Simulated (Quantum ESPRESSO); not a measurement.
# In (Im-3m) in Quantum ESPRESSO: further runs

The runs below take In through single point, equation of state, with r2SCAN.

Everything below comes from runs of Quantum ESPRESSO 7.5. Logs are shortened: lines on timing, memory, paths and dates and some standing lists are left out, and cuts for length are marked.

## (1) The structure

The structure is cubic, space group Im-3m (No. 229). The conventional cell has a = 3.765 Å, b = 3.765 Å, c = 3.765 Å, α = 90.00°, β = 90.00°, γ = 90.00°. In (site symmetry m-3m) has 8 In at 3.26 Å as nearest neighbours.

This isn't the form of In at room conditions, which is tetragonal.

## (2) Single point, r2SCAN, 25.08 Å³/atom

pw.in

```
&CONTROL
  calculation = 'scf'
  prefix = 'pwscf'
  outdir = './tmp'
  pseudo_dir = './pseudo'
  tstress = .true.
  disk_io = 'nowf'
/
&SYSTEM
  ibrav = 0
  nat = 1
  ntyp = 1
  ecutwfc = 70
  nbnd = 12
  input_dft = 'r2scan'
  occupations = 'smearing'
  smearing = 'fd'
  degauss = 0.00367493
  nosym = .true.
  nr1 = 36
  nr2 = 36
  nr3 = 36
/
&ELECTRONS
  conv_thr = 1d-08
  electron_maxstep = 120
  mixing_beta = 0.5
/
ATOMIC_SPECIES
In   114.8180 In_ONCV_PBE-1.2.upf
CELL_PARAMETERS angstrom
  -1.8440955744    1.8440955744    1.8440955744
   1.8440955744   -1.8440955744    1.8440955744
   1.8440955744    1.8440955744   -1.8440955744
ATOMIC_POSITIONS crystal
In     0.0000000000    0.0000000000    0.0000000000
K_POINTS automatic
8 8 8 0 0 0
```

Potentials or basis: SG15 PBE 1.2.

Command:

```
> OMP_NUM_THREADS=1 mpirun -n 2 pw.x -nk 2 -in pw.in > pw.out
```

pw.out:

```text
This program is part of the open-source Quantum ESPRESSO suite
     for quantum simulation of materials; please cite
         "P. Giannozzi et al., J. Phys.:Condens. Matter 21 395502 (2009);
         "P. Giannozzi et al., J. Phys.:Condens. Matter 29 465901 (2017);
         "P. Giannozzi et al., J. Chem. Phys. 152 154105 (2020);
     in publications or presentations arising from this work. More details at

     IMPORTANT: XC functional enforced from input :
     Exchange-correlation= R2SCAN
                           (   0   0   0   0   0 497 498)
     Any further DFT definition will be discarded
     Please, verify this is what you really want

     K-points division:     npool     =       2
     Subspace diagonalization in iterative solution of the eigenvalue problem:
     a serial algorithm will be used

     G-vector sticks info
     --------------------
     sticks:   dense  smooth     PW     G-vecs:    dense   smooth      PW
     Sum         769     769    265                13451    13451    2779

     Using Slab Decomposition

     bravais-lattice index     =            0
     lattice parameter (alat)  =       6.0359  a.u.
     unit-cell volume          =     169.2805 (a.u.)^3
     number of atoms/cell      =            1
     number of atomic types    =            1
     number of electrons       =        13.00
     number of Kohn-Sham states=           12
     kinetic-energy cutoff     =      70.0000  Ry
     charge density cutoff     =     280.0000  Ry
     scf convergence threshold =      1.0E-08
     mixing beta               =       0.5000
     number of iterations used =            8  plain     mixing
     Exchange-correlation= R2SCAN
                           (   0   0   0   0   0 497 498)

     celldm(1)=   6.035912  celldm(2)=   0.000000  celldm(3)=   0.000000
     celldm(4)=   0.000000  celldm(5)=   0.000000  celldm(6)=   0.000000

     crystal axes: (cart. coord. in units of alat)
               a(1) = (  -0.577350   0.577350   0.577350 )
               a(2) = (   0.577350  -0.577350   0.577350 )
               a(3) = (   0.577350   0.577350  -0.577350 )

     reciprocal axes: (cart. coord. in units 2 pi/alat)
               b(1) = ( -0.000000  0.866025  0.866025 )
               b(2) = (  0.866025 -0.000000  0.866025 )
               b(3) = (  0.866025  0.866025  0.000000 )

     PseudoPot. # 1 for In read from file:
     In_ONCV_PBE-1.2.upf
     Pseudo is Norm-conserving, Zval = 13.0
     Generated using ONCVPSP code by D. R. Hamann
     Using radial grid of  602 points,  6 beta functions with:
                l(1) =   0
                l(2) =   0
                l(3) =   1
                l(4) =   1
                l(5) =   2
                l(6) =   2

     atomic species   valence    mass     pseudopotential
     In               13.00   114.81800     In( 1.00)

     No symmetry found

   Cartesian axes

     site n.     atom                  positions (alat units)
         1        In     tau(   1) = (   0.0000000   0.0000000   0.0000000  )

     number of k points=   260  Fermi-Dirac smearing, width (Ry)=  0.0037

     Number of k-points >= 100: set verbosity='high' to print them.

     Dense  grid:    13451 G-vectors     FFT dimensions: (  36,  36,  36)

     WARNING: libxc functional with ID  497 depends
      on external parameters: check the user_guide of
      QE if you need to modify them or to check their
      default values.

     WARNING: libxc functional with ID  498 depends
      on external parameters: check the user_guide of
      QE if you need to modify them or to check their
      default values.

     Initial potential from superposition of free atoms

     starting charge      12.8954, renormalised to      13.0000
     Starting wfcs are random

     Self-consistent Calculation

     iteration #  1     ecut=    70.00 Ry     beta= 0.50
     Davidson diagonalization with overlap
     ethr =  1.00E-02,  avg # of iterations =  7.9

     total energy              =    -103.67769306 Ry
     estimated scf accuracy    <      18.17580054 Ry

     iteration #  2     ecut=    70.00 Ry     beta= 0.50
     Davidson diagonalization with overlap
     ethr =  1.00E-02,  avg # of iterations =  1.0

     total energy              =    -103.77443255 Ry
     estimated scf accuracy    <       6.04047633 Ry

     iteration #  3     ecut=    70.00 Ry     beta= 0.50
     Davidson diagonalization with overlap
     ethr =  1.00E-02,  avg # of iterations =  1.0

     total energy              =    -103.77951809 Ry
     estimated scf accuracy    <       0.14107029 Ry

     iteration #  4     ecut=    70.00 Ry     beta= 0.50
     Davidson diagonalization with overlap
     ethr =  1.09E-03,  avg # of iterations =  1.0

     total energy              =    -103.77980698 Ry
     estimated scf accuracy    <       0.00045305 Ry

     iteration #  5     ecut=    70.00 Ry     beta= 0.50
     Davidson diagonalization with overlap
     ethr =  3.49E-06,  avg # of iterations =  6.3

     total energy              =    -103.77993951 Ry
     estimated scf accuracy    <       0.00010892 Ry

     iteration #  6     ecut=    70.00 Ry     beta= 0.50
     Davidson diagonalization with overlap
     ethr =  8.38E-07,  avg # of iterations =  1.0

     total energy              =    -103.77994126 Ry
     estimated scf accuracy    <       0.00001399 Ry

     iteration #  7     ecut=    70.00 Ry     beta= 0.50
     Davidson diagonalization with overlap
     ethr =  1.08E-07,  avg # of iterations =  1.0

     total energy              =    -103.77994141 Ry
     estimated scf accuracy    <       0.00000007 Ry

     iteration #  8     ecut=    70.00 Ry     beta= 0.50
     Davidson diagonalization with overlap
     ethr =  5.05E-10,  avg # of iterations =  3.3

     total energy              =    -103.77994146 Ry
     estimated scf accuracy    <       0.00000003 Ry

     iteration #  9     ecut=    70.00 Ry     beta= 0.50
     Davidson diagonalization with overlap
     ethr =  2.03E-10,  avg # of iterations =  2.0

     End of self-consistent calculation

     Number of k-points >= 100: set verbosity='high' to print the bands.

     the Fermi energy is    12.0113 ev

!    total energy              =    -103.77994146 Ry
     estimated scf accuracy    <          3.0E-09 Ry
     smearing contrib. (-TS)   =      -0.00061612 Ry
     internal energy E=F+TS    =    -103.77932534 Ry

     The total energy is F=E-TS. E is the sum of the following terms:
     one-electron contribution =     -22.73339339 Ry
     hartree contribution      =      20.38158539 Ry
     xc contribution           =     -13.18369087 Ry
     ewald contribution        =     -88.24382647 Ry

     convergence has been achieved in   9 iterations

     Computing stress (Cartesian axis) and pressure

          total   stress  (Ry/bohr**3)                   (kbar)     P=       17.54
   0.00011920   0.00000000   0.00000000           17.54        0.00        0.00
   0.00000000   0.00011921   0.00000000            0.00       17.54        0.00
   0.00000000   0.00000000   0.00011920            0.00        0.00       17.54

=------------------------------------------------------------------------------=
   JOB DONE.
=------------------------------------------------------------------------------=
```

It took 2.1 min on 2 MPI ranks of AMD EPYC 7R43 (Zen 3), shared host; peak memory 0.2 GiB.

Results:

```yaml
Free_energy: -1411.9980 eV
Pressure: 1.8 GPa
Band_gap_on_the_k_mesh: none (metal or under the smearing width)
```

Caveat: the potentials were made for another functional, which shifts forces and pressure.

## (3) Single point, r2SCAN, 25.62 Å³/atom

pw.in, as its differences from that of step 2:

```diff
@@ -31,5 +31,5 @@
 CELL_PARAMETERS angstrom
-  -1.8440955744    1.8440955744    1.8440955744
-   1.8440955744   -1.8440955744    1.8440955744
-   1.8440955744    1.8440955744   -1.8440955744
+  -1.8570825908    1.8570825908    1.8570825908
+   1.8570825908   -1.8570825908    1.8570825908
+   1.8570825908    1.8570825908   -1.8570825908
 ATOMIC_POSITIONS crystal
```

Potentials or basis: SG15 PBE 1.2.

Command:

```
> OMP_NUM_THREADS=1 mpirun -n 2 pw.x -nk 2 -in pw.in > pw.out
```

Run time: 2.2 min. Hardware: 2 MPI ranks of AMD EPYC 7R43 (Zen 3), shared host; peak memory 0.2 GiB.

It converged, with:

| Item | Value |
| --- | --- |
| Free energy | -1412.0028 eV |
| Pressure | 0.8 GPa |
| Band gap on the k mesh | none (metal or under the smearing width) |

Caveat: the potentials were made for another functional, which shifts forces and pressure.

## (4) Single point, r2SCAN, 26.15 Å³/atom

pw.in, as its differences from that of step 3:

```diff
@@ -31,5 +31,5 @@
 CELL_PARAMETERS angstrom
-  -1.8570825908    1.8570825908    1.8570825908
-   1.8570825908   -1.8570825908    1.8570825908
-   1.8570825908    1.8570825908   -1.8570825908
+  -1.8698904617    1.8698904617    1.8698904617
+   1.8698904617   -1.8698904617    1.8698904617
+   1.8698904617    1.8698904617   -1.8698904617
 ATOMIC_POSITIONS crystal
```

Command:

```
> OMP_NUM_THREADS=1 mpirun -n 2 pw.x -nk 2 -in pw.in > pw.out
```

Run time: 2 min. Hardware: 2 MPI ranks of AMD EPYC 7R43 (Zen 3), shared host; peak memory 0.2 GiB.

The run converged. Its results:

- Free energy: -1412.0047 eV
- Pressure: 0.0 GPa
- Band gap on the k mesh: none (metal or under the smearing width)

Caveat: the potentials were made for another functional, which shifts forces and pressure.

## (5) Single point, r2SCAN, 26.69 Å³/atom

pw.in, as its differences from that of step 4:

```diff
@@ -31,5 +31,5 @@
 CELL_PARAMETERS angstrom
-  -1.8698904617    1.8698904617    1.8698904617
-   1.8698904617   -1.8698904617    1.8698904617
-   1.8698904617    1.8698904617   -1.8698904617
+  -1.8825252400    1.8825252400    1.8825252400
+   1.8825252400   -1.8825252400    1.8825252400
+   1.8825252400    1.8825252400   -1.8825252400
 ATOMIC_POSITIONS crystal
```

Command:

```
> OMP_NUM_THREADS=1 mpirun -n 2 pw.x -nk 2 -in pw.in > pw.out
```

It took 2.2 min on 2 MPI ranks of AMD EPYC 7R43 (Zen 3), shared host; peak memory 0.2 GiB.

It converged, with:

* Free energy: -1412.0040 eV
* Pressure: -0.7 GPa
* Band gap on the k mesh: none (metal or under the smearing width)

Caveat: the potentials were made for another functional, which shifts forces and pressure.

## (6) Single point, r2SCAN, 27.22 Å³/atom

pw.in, as its differences from that of step 5:

```diff
@@ -31,5 +31,5 @@
 CELL_PARAMETERS angstrom
-  -1.8825252400    1.8825252400    1.8825252400
-   1.8825252400   -1.8825252400    1.8825252400
-   1.8825252400    1.8825252400   -1.8825252400
+  -1.8949926579    1.8949926579    1.8949926579
+   1.8949926579   -1.8949926579    1.8949926579
+   1.8949926579    1.8949926579   -1.8949926579
 ATOMIC_POSITIONS crystal
```

Potentials or basis: SG15 PBE 1.2.

Command:

```
> OMP_NUM_THREADS=1 mpirun -n 2 pw.x -nk 2 -in pw.in > pw.out
```

It took 2.2 min on 2 MPI ranks of AMD EPYC 7R43 (Zen 3), shared host; peak memory 0.2 GiB.

Results (log left out):

```
Free energy            : -1412.0010 eV
Pressure               : -1.4 GPa
Band gap on the k mesh : none (metal or under the smearing width)
```

Caveat: the potentials were made for another functional, which shifts forces and pressure.

## (7) Single point, r2SCAN, 27.75 Å³/atom

pw.in, as its differences from that of step 6:

```diff
@@ -31,5 +31,5 @@
 CELL_PARAMETERS angstrom
-  -1.8949926579    1.8949926579    1.8949926579
-   1.8949926579   -1.8949926579    1.8949926579
-   1.8949926579    1.8949926579   -1.8949926579
+  -1.9072981498    1.9072981498    1.9072981498
+   1.9072981498   -1.9072981498    1.9072981498
+   1.9072981498    1.9072981498   -1.9072981498
 ATOMIC_POSITIONS crystal
```

Command:

```
> OMP_NUM_THREADS=1 mpirun -n 2 pw.x -nk 2 -in pw.in > pw.out
```

Run time: 2.2 min. Hardware: 2 MPI ranks of AMD EPYC 7R43 (Zen 3), shared host; peak memory 0.22 GiB.

Results (log left out):

| Item | Value |
| --- | --- |
| Free energy | -1411.9959 eV |
| Pressure | -2.0 GPa |
| Band gap on the k mesh | none (metal or under the smearing width) |

Caveat: the potentials were made for another functional, which shifts forces and pressure.

## (8) Single point, r2SCAN, 28.29 Å³/atom

pw.in, as its differences from that of step 7:

```diff
@@ -31,5 +31,5 @@
 CELL_PARAMETERS angstrom
-  -1.9072981498    1.9072981498    1.9072981498
-   1.9072981498   -1.9072981498    1.9072981498
-   1.9072981498    1.9072981498   -1.9072981498
+  -1.9194468732    1.9194468732    1.9194468732
+   1.9194468732   -1.9194468732    1.9194468732
+   1.9194468732    1.9194468732   -1.9194468732
 ATOMIC_POSITIONS crystal
```

Command:

```
> OMP_NUM_THREADS=1 mpirun -n 2 pw.x -nk 2 -in pw.in > pw.out
```

Run time: 2.2 min. Hardware: 2 MPI ranks of AMD EPYC 7R43 (Zen 3), shared host; peak memory 0.22 GiB.

Results (log left out):

| Property | Result |
| --- | --- |
| Free energy | -1411.9890 eV |
| Pressure | -2.5 GPa |
| Band gap on the k mesh | none (metal or under the smearing width) |

Caveat: the potentials were made for another functional, which shifts forces and pressure.

## (9) Equation of state, r2SCAN

Potentials or basis: SG15 PBE 1.2.

This step only gathers the single runs of the series.

What came out:

```
Equilibrium volume                      : 26.27 Å³/atom
Bulk modulus                            : 37 GPa
Pressure derivative of the bulk modulus : 4.6
```

Energy against volume, from the lowest point:
| volume (Å³/atom) | energy (meV/atom) |
| --- | --- |
| 25.085 | 6.68 |
| 25.618 | 1.88 |
| 26.152 | 0.00 |
| 26.686 | 0.70 |
| 27.220 | 3.71 |
| 27.753 | 8.77 |
| 28.287 | 15.68 |

Caveat: the potentials were made for another functional, which shifts forces and pressure.

## (10) The reference run

An earlier run on the cell as given: functional PBEsol; potentials or basis GBRV 1.5 PBEsol; cutoff 762 eV; density cutoff 6095 eV; k mesh 10 × 10 × 10; occupations fermi-dirac, width 0.05 eV; no spin polarisation.

- Pressure: -1.5 GPa
- Band gap on the k mesh: none (metal or under the smearing width)
